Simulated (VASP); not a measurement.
# BAs (F-43m) in VASP: notebook, part 2 of 2

VASP 6.6.1. The steps go on from the part before.

### Step 4. Single point, PBE (a relaxed cell with its volume scaled by 1.06)

The input, INCAR:

```
ALGO = Fast
EDIFF = 0.05
ENCUT = 520
GGA = PE
ISIF = 2
ISMEAR = 0
LASPH = True
LCHARG = False
LREAL = False
LWAVE = False
NBANDS = 11
NELM = 60
PREC = Accurate
SIGMA = 0.02
```

The input, KPOINTS:

```
k-points
0
Gamma
  12 12 12
```

The input, POSCAR:

```
BAs                                     
1.0
    0.0000000000      2.4550830816      2.4550830816
    2.4550830816      0.0000000000      2.4550830816
    2.4550830816      2.4550830816     -0.0000000000
  B               As            
     1     1
Direct
     0.0000000000000000    0.0000000000000000    0.0000000000000000
     0.2500000000000000    0.2500000000000000    0.2500000000000000
```

Potentials or basis: VASP PAW PBE potentials, release 64 (B, As).

Command:

```bash
$ cat potpaw_PBE.64/B/POTCAR potpaw_PBE.64/As/POTCAR > POTCAR
$ mpirun -np 1 vasp_std > vasp.out
```

OUTCAR:

```text
EDIFF = 0.05
   ENCUT = 520
   GGA = PE
   ISIF = 2
   ISMEAR = 0
   LASPH = True
   LREAL = False
   NELM = 60
   PREC = Accurate

 ion  position               nearest neighbor table
   1  0.000  0.000  0.000-   2 2.13   2 2.13   2 2.13   2 2.13
   2  0.250  0.250  0.250-   1 2.13   1 2.13   1 2.13   1 2.13

  LATTYP: Found a face centered cubic cell.
 ALAT       =     4.9101661632

  Lattice vectors:

 A1 = (   0.0000000000,   2.4550830816,   2.4550830816)
 A2 = (   2.4550830816,   0.0000000000,   2.4550830816)
 A3 = (   2.4550830816,   2.4550830816,   0.0000000000)

Analysis of symmetry for initial positions (statically):
=====================================================================
 Subroutine PRICEL returns:
 Original cell was already a primitive cell.

 Routine SETGRP: Setting up the symmetry group for a
 face centered cubic supercell.

 Subroutine GETGRP returns: Found 24 space group operations
 (whereof 24 operations were pure point group operations)
 out of a pool of 48 trial point group operations.

The static configuration has the point symmetry T_d .

Analysis of symmetry for dynamics (positions and initial velocities):
=====================================================================
 Subroutine PRICEL returns:
 Original cell was already a primitive cell.

 Routine SETGRP: Setting up the symmetry group for a
 face centered cubic supercell.

 Subroutine GETGRP returns: Found 24 space group operations
 (whereof 24 operations were pure point group operations)
 out of a pool of 48 trial point group operations.

The dynamic configuration has the point symmetry T_d .

 Subroutine INISYM returns: Found 24 space group operations
 (whereof 24 operations are pure point group operations),
 and found     1 'primitive' translations

----------------------------------------------------------------------------------------

                                     Primitive cell

  volume of cell :      29.5957

  direct lattice vectors                    reciprocal lattice vectors
     0.000000000  2.455083082  2.455083082    -0.203659096  0.203659096  0.203659096
     2.455083082  0.000000000  2.455083082     0.203659096 -0.203659096  0.203659096
     2.455083082  2.455083082  0.000000000     0.203659096  0.203659096 -0.203659096

  length of vectors
     3.472011791  3.472011791  3.472011791     0.352747901  0.352747901  0.352747901

  position of ions in fractional coordinates (direct lattice)
     0.000000000  0.000000000  0.000000000
     0.250000000  0.250000000  0.250000000

  ion indices of the primitive-cell ions
   primitive index   ion index
                 1           1
                 2           2

----------------------------------------------------------------------------------------

 KPOINTS: k-points

Automatic generation of k-mesh.
 Grid dimensions read from file:
 generate k-points for:   12   12   12

 Generating k-lattice:

  Cartesian coordinates                     Fractional coordinates (reciprocal lattice)
    -0.016971591  0.016971591  0.016971591     0.083333333  0.000000000  0.000000000
     0.016971591 -0.016971591  0.016971591     0.000000000  0.083333333  0.000000000
     0.016971591  0.016971591 -0.016971591     0.000000000  0.000000000  0.083333333

  Length of vectors
     0.029395658  0.029395658  0.029395658

  Shift w.r.t. Gamma in fractional coordinates (k-lattice)
     0.000000000  0.000000000  0.000000000

 Subroutine IBZKPT returns following result:
 ===========================================

 Found     72 irreducible k-points:

 Following reciprocal coordinates:
            Coordinates               Weight
  0.000000  0.000000  0.000000      1.000000
  0.083333  0.000000  0.000000      8.000000
  0.166667  0.000000  0.000000      8.000000
  0.250000  0.000000  0.000000      8.000000
  0.333333  0.000000  0.000000      8.000000
  0.416667  0.000000  0.000000      8.000000
[... 16 lines left out ...]
  0.500000  0.166667  0.000000     24.000000
 -0.416667  0.166667  0.000000     24.000000
 [... further k-points ...]
   k-points           NKPTS =     72   k-points in BZ     NKDIM =     72   number of bands    NBANDS=     11
   number of dos      NEDOS =    301   number of ions     NIONS =      2
   total plane-waves  NPLWV =  21952
   dimension x,y,z NGX =    28 NGY =   28 NGZ =   28
   dimension x,y,z NGXF=    56 NGYF=   56 NGZF=   56
   ions per type =               1   1
   NGX,Y,Z   is equivalent  to a cutoff of  13.41, 13.41, 13.41 a.u.
   NGXF,Y,Z  is equivalent  to a cutoff of  26.81, 26.81, 26.81 a.u.
 SYSTEM =  unknown system
   PREC   = accura    normal or accurate (medium, high low for compatibility)
   ISTART =      0    job   : 0-new  1-cont  2-samecut
   ICHARG =      2    charge: 1-file 2-atom 10-const
   ISPIN  =      1    spin polarized calculation?
   LNONCOLLINEAR =      F non collinear calculations
   LSORBIT =      F    spin-orbit coupling
   LASPH  =      T    aspherical Exc in radial PAW
   ENCUT  =  520.0 eV  38.22 Ry    6.18 a.u.   6.46  6.46  6.46*2*pi/ulx,y,z
   NELM   =     60;   NELMIN=  2; NELMDL= -5     # of ELM steps
   EDIFF  = 0.5E-01   stopping-criterion for ELM
   LREAL  =      F    real-space projection
   EDIFFG = 0.5E+00   stopping-criterion for IOM
   NSW    =      0    number of steps for IOM
   IBRION =     -1    ionic relax: 0-MD 1-quasi-New 2-CG
   NFREE  =      0    steps in history (QN), initial steepest desc. (CG)
   ISIF   =      2    stress and relaxation
   ISYM   =      2    0-nonsym 1-usesym 2-fastsym
   POTIM  = 0.5000    time-step for ionic-motion
   TEBEG  =    0.0;   TEEND  =   0.0 temperature during run
   PSTRESS=    0.0 pullay stress
   NELECT =       8.0000    total number of electrons
   NUPDOWN=      -1.0000    fix difference up-down
   EMIN   =  10.00;   EMAX   =-10.00  energy-range for DOS
   EFERMI =   0.00;   METHOD = LEGACY
   ISMEAR =     0;   SIGMA  =   0.02  broadening in eV -4-tet -1-fermi 0-gaus
   EFERMI_NEDOS =   21; number of points for ismear=-14 and -15
   IALGO  =     68    algorithm
   IMIX   =      4    mixing-type and parameters
     AMIX     =   0.40;   BMIX     =  1.00
     AMIX_MAG =   1.60;   BMIX_MAG =  1.00
  volume/ion in A,a.u.               =      14.80        99.86
  Fermi-wavevector in a.u.,A,eV,Ry     =   1.058511  2.000295 15.244582  1.120445
  Thomas-Fermi vector in A             =   2.193823
   LORBIT       =      0    0 simple, 1 ext, 2 COOP (PROOUT), +10 PAW based schemes
   GGA     = PE    functional components
   LHFCALC =     F    Hartree Fock is set to
   AEXX    =    0.0000 exact exchange contribution
   IVDW    =     0    specifies the selected vdW correction
   LEPSILON=     F    determine dielectric tensor
   LRPA    =     F    only Hartree local field effects (RPA)
 non-spin polarized calculation
 RMM-DIIS sequential band-by-band and
 Gauss-broadening in eV      SIGMA  =   0.02
  energy-cutoff  :      520.00
  volume of cell :       29.60
 maximum number of plane-waves:       821
 NGX is ok and might be reduce to    28
   NGX = 13   NGY = 13   NGZ = 13

 number of electron       8.0000000 magnetization

 Free energy of the ion-electron system (eV)
  ---------------------------------------------------
  ext. energy  EPLUGINS =         0.00000000
  ---------------------------------------------------
  free energy    TOTEN  =       -11.38247387 eV

  energy without entropy =      -11.38247387  energy(sigma->0) =      -11.38247387

 E-fermi :   5.3013     XC(G=0): -10.3172

 val. band max:        5.1218684471   @ k =   0.0000   0.0000   0.0000
 cond. band min:       6.4200769736   @ k =   0.4167   0.4167   0.0000
 fundamental gap:      1.2982085265
 Fermi energy:         5.3013346769

 k-point     1 :       0.0000    0.0000    0.0000
  band No.  band energies     occupation
      1      -9.5476      2.00000
      2       5.1219      2.00000
      3       5.1219      2.00000
      4       5.1219      2.00000
      5       8.3377      0.00000
      6       8.3377      0.00000
      7       8.3377      0.00000
      8       8.7858      0.00000
      9      14.2942      0.00000
     10      17.8041      0.00000
     11      17.8041      0.00000
[... 309 lines left out ...]
 k-point    24 :      -0.4167    0.1667    0.0000
  band No.  band energies     occupation
      1      -6.7097      2.00000
      2      -2.7247      2.00000
      3       1.4468      2.00000
      4       2.9828      2.00000
      5       8.1986      0.00000
      6      10.3604      0.00000
      7      10.9851      0.00000
      8      13.9058      0.00000
      9      16.2073      0.00000
     10      17.6475      0.00000
     11      19.0444      0.00000

 [... further k-points ...]
[... 5 lines left out ...]
  --------------------------------------------------------------------------------------
  -------------------------------------------------------------------------------------
  Total       -0.7010380     -0.7010380     -0.7010380     -0.0000000      0.0000000      0.0000000
  in kB      -37.9510280    -37.9510280    -37.9510280     -0.0000000      0.0000000      0.0000000
  external PRESSURE =     -37.9510280 kB  Pullay stress =       0.0000000 kB

 VOLUME and BASIS-vectors are now :
 -----------------------------------------------------------------------------
  energy-cutoff  :      520.00
  volume of cell :       29.60
      direct lattice vectors                 reciprocal lattice vectors
     0.000000000  2.455083082  2.455083082    -0.203659096  0.203659096  0.203659096
     2.455083082  0.000000000  2.455083082     0.203659096 -0.203659096  0.203659096
     2.455083082  2.455083082  0.000000000     0.203659096  0.203659096 -0.203659096

 POSITION                                       TOTAL-FORCE (eV/Angst)
 -----------------------------------------------------------------------------------
      0.00000      0.00000      0.00000        -0.000000     -0.000000     -0.000000
      1.22754      1.22754      1.22754         0.000000      0.000000      0.000000
 -----------------------------------------------------------------------------------
    total drift:                                0.000000      0.000000      0.000000

  FREE ENERGIE OF THE ION-ELECTRON SYSTEM (eV)
  ---------------------------------------------------
  free  energy   TOTEN  =       -11.3824738652 eV

  energy  without entropy=      -11.3824738652  energy(sigma->0) =      -11.38247387
```

OSZICAR:

```text
N       E                     dE             d eps       ncg     rms          rms(c)
DAV:   1     0.119424741322E+02    0.11942E+02   -0.37683E+03  1584   0.641E+02
DAV:   2    -0.111261503756E+02   -0.23069E+02   -0.21995E+02  2156   0.991E+01
DAV:   3    -0.118667393061E+02   -0.74059E+00   -0.73877E+00  1987   0.168E+01
DAV:   4    -0.118690355477E+02   -0.22962E-02   -0.22962E-02  1753   0.106E+00
DAV:   5    -0.118690398059E+02   -0.42582E-05   -0.42581E-05  1017   0.490E-02    0.438E+00
RMM:   6    -0.114263797422E+02    0.44266E+00   -0.26986E-01  1525   0.256E+00    0.209E+00
RMM:   7    -0.113824738652E+02    0.43906E-01   -0.51270E-02  1262   0.129E+00
   1 F= -.11382474E+02 E0= -.11382474E+02  d E =-.209709E-39
```

stdout:

```text
POSCAR found type information on POSCAR B As
 POSCAR found :  2 types and       2 ions
 scaLAPACK will be used
 LDA part: xc-table for (Slater+PW92), standard interpolation
 POSCAR, INCAR and KPOINTS ok, starting setup
 FFT: planning ... GRIDC
 FFT: planning ... GRID_SOFT
 FFT: planning ... GRID
 WAVECAR not read
 entering main loop
```

Wall time 19 s (1 thread of Intel Xeon Platinum 8259CL at 2.50GHz (Skylake/Cascade Lake), shared host); peak memory 0.16 GiB.

Results:

```
Free energy            : -11.3825 eV
Pressure               : -3.8 GPa
Band gap on the k mesh : 1.30 eV, indirect (least direct gap 3.22 eV)
```

Levels at points of the mesh, in eV from the valence-band top:
| k point | band 1 | band 2 | band 3 | band 4 | band 5 | band 6 | band 7 | band 8 | band 9 |
| --- | --- | --- | --- | --- | --- | --- | --- | --- | --- |
| (0.00, 0.00, 0.00) | -14.67 | 0.00 | 0.00 | 0.00 | 3.22 | 3.22 | 3.22 | 3.66 | 9.17 |
| (0.50, 0.00, 0.00) | -12.10 | -8.18 | -1.67 | -1.67 | 2.24 | 4.72 | 4.72 | 8.71 | 12.13 |
| (0.50, 0.50, 0.00) | -10.93 | -8.05 | -3.72 | -3.72 | 1.54 | 1.56 | 10.62 | 10.62 | 12.17 |

### Step 5. Single point, PBE (a relaxed cell with its volume scaled by 0.91)

INCAR is that of step 4.

KPOINTS is that of step 4.

The input, POSCAR:

```
BAs                                     
1.0
    0.0000000000      2.3333400523      2.3333400523
    2.3333400523      0.0000000000      2.3333400523
    2.3333400523      2.3333400523     -0.0000000000
  B               As            
     1     1
Direct
     0.0000000000000000    0.0000000000000000    0.0000000000000000
     0.2500000000000000    0.2500000000000000    0.2500000000000000
```

Potentials or basis: VASP PAW PBE potentials, release 64 (B, As).

Command:

```bash
$ cat potpaw_PBE.64/B/POTCAR potpaw_PBE.64/As/POTCAR > POTCAR
$ mpirun -np 1 vasp_std > vasp.out
```

OUTCAR:

```text
EDIFF = 0.05
   ENCUT = 520
   GGA = PE
   ISIF = 2
   ISMEAR = 0
   LASPH = True
   LREAL = False
   NELM = 60
   PREC = Accurate

 ion  position               nearest neighbor table
   1  0.000  0.000  0.000-   2 2.02   2 2.02   2 2.02   2 2.02
   2  0.250  0.250  0.250-   1 2.02   1 2.02   1 2.02   1 2.02

  LATTYP: Found a face centered cubic cell.
 ALAT       =     4.6666801046

  Lattice vectors:

 A1 = (   0.0000000000,   2.3333400523,   2.3333400523)
 A2 = (   2.3333400523,   0.0000000000,   2.3333400523)
 A3 = (   2.3333400523,   2.3333400523,   0.0000000000)

Analysis of symmetry for initial positions (statically):
=====================================================================
 Subroutine PRICEL returns:
 Original cell was already a primitive cell.

 Routine SETGRP: Setting up the symmetry group for a
 face centered cubic supercell.

 Subroutine GETGRP returns: Found 24 space group operations
 (whereof 24 operations were pure point group operations)
 out of a pool of 48 trial point group operations.

The static configuration has the point symmetry T_d .

Analysis of symmetry for dynamics (positions and initial velocities):
=====================================================================
 Subroutine PRICEL returns:
 Original cell was already a primitive cell.

 Routine SETGRP: Setting up the symmetry group for a
 face centered cubic supercell.

 Subroutine GETGRP returns: Found 24 space group operations
 (whereof 24 operations were pure point group operations)
 out of a pool of 48 trial point group operations.

The dynamic configuration has the point symmetry T_d .

 Subroutine INISYM returns: Found 24 space group operations
 (whereof 24 operations are pure point group operations),
 and found     1 'primitive' translations

----------------------------------------------------------------------------------------

                                     Primitive cell
[... 114 lines left out ...]
  Thomas-Fermi vector in A             =   2.250327
   LORBIT       =      0    0 simple, 1 ext, 2 COOP (PROOUT), +10 PAW based schemes
   GGA     = PE    functional components
   LHFCALC =     F    Hartree Fock is set to
   AEXX    =    0.0000 exact exchange contribution
   IVDW    =     0    specifies the selected vdW correction
   LEPSILON=     F    determine dielectric tensor
   LRPA    =     F    only Hartree local field effects (RPA)
 non-spin polarized calculation
 RMM-DIIS sequential band-by-band and
 Gauss-broadening in eV      SIGMA  =   0.02
  energy-cutoff  :      520.00
  volume of cell :       25.41
 maximum number of plane-waves:       701
 NGX is ok and might be reduce to    28
   NGX = 13   NGY = 13   NGZ = 13

 number of electron       8.0000000 magnetization

 Free energy of the ion-electron system (eV)
  ---------------------------------------------------
  ext. energy  EPLUGINS =         0.00000000
  ---------------------------------------------------
  free energy    TOTEN  =       -11.30268370 eV

  energy without entropy =      -11.30268370  energy(sigma->0) =      -11.30268370

 E-fermi :   7.1014     XC(G=0): -10.9004

 val. band max:        6.9180026931   @ k =   0.0000   0.0000   0.0000
 cond. band min:       8.0170039919   @ k =   0.4167   0.4167   0.0000
 fundamental gap:      1.0990012988
 Fermi energy:         7.1013581593

 k-point     1 :       0.0000    0.0000    0.0000
  band No.  band energies     occupation
      1      -9.1382      2.00000
      2       6.9180      2.00000
      3       6.9180      2.00000
      4       6.9180      2.00000
      5      10.2954      0.00000
      6      10.2954      0.00000
      7      10.2954      0.00000
      8      12.5098      0.00000
      9      16.8300      0.00000
     10      20.1724      0.00000
     11      20.1725      0.00000
[... 309 lines left out ...]
 k-point    24 :      -0.4167    0.1667    0.0000
  band No.  band energies     occupation
      1      -5.6815      2.00000
      2      -1.9649      2.00000
      3       2.7353      2.00000
      4       4.4090      2.00000
      5      10.2747      0.00000
      6      12.7767      0.00000
      7      13.1473      0.00000
      8      16.5217      0.00000
      9      18.8932      0.00000
     10      20.1900      0.00000
     11      21.9009      0.00000

 [... further k-points ...]
[... 5 lines left out ...]
  --------------------------------------------------------------------------------------
  -------------------------------------------------------------------------------------
  Total        2.3584125      2.3584125      2.3584125      0.0000000      0.0000000     -0.0000000
  in kB      148.7189266    148.7189266    148.7189266      0.0000000      0.0000000     -0.0000000
  external PRESSURE =     148.7189266 kB  Pullay stress =       0.0000000 kB

 VOLUME and BASIS-vectors are now :
 -----------------------------------------------------------------------------
  energy-cutoff  :      520.00
  volume of cell :       25.41
      direct lattice vectors                 reciprocal lattice vectors
     0.000000000  2.333340052  2.333340052    -0.214285097  0.214285097  0.214285097
     2.333340052  0.000000000  2.333340052     0.214285097 -0.214285097  0.214285097
     2.333340052  2.333340052  0.000000000     0.214285097  0.214285097 -0.214285097

 POSITION                                       TOTAL-FORCE (eV/Angst)
 -----------------------------------------------------------------------------------
      0.00000      0.00000      0.00000        -0.000000     -0.000000     -0.000000
      1.16667      1.16667      1.16667         0.000000      0.000000      0.000000
 -----------------------------------------------------------------------------------
    total drift:                               -0.000000     -0.000000     -0.000000

  FREE ENERGIE OF THE ION-ELECTRON SYSTEM (eV)
  ---------------------------------------------------
  free  energy   TOTEN  =       -11.3026836994 eV

  energy  without entropy=      -11.3026836994  energy(sigma->0) =      -11.30268370
```

Run time: 20 s. Hardware: 1 thread of Intel Xeon Platinum 8259CL at 2.50GHz (Skylake/Cascade Lake), shared host; peak memory 0.16 GiB.

Results:

```yaml
Free_energy: -11.3027 eV
Pressure: 14.9 GPa
Band_gap_on_the_k_mesh: 1.10 eV, indirect (least direct gap 3.38 eV)
```

A k mesh can miss the band edges.

### Step 6. The runs side by side

```tsv
cell	gap on the mesh (eV)	pressure (GPa)
a relaxed cell with its volume scaled by 1.03	1.27	-0.5
a relaxed cell with its volume scaled by 0.94	1.14	9.0
a relaxed cell with its volume scaled by 1.06	1.30	-3.8
a relaxed cell with its volume scaled by 0.91	1.10	14.9
```

Alike in all rows: task single point; level PBE; potentials or basis VASP PAW PBE potentials, release 64 (B, As); no spin polarisation; k mesh 12 × 12 × 12; cutoff (eV) 520; smearing gaussian 0.02 eV.

Total energies depend on the potentials used, so only differences within one code and one set of settings carry meaning.
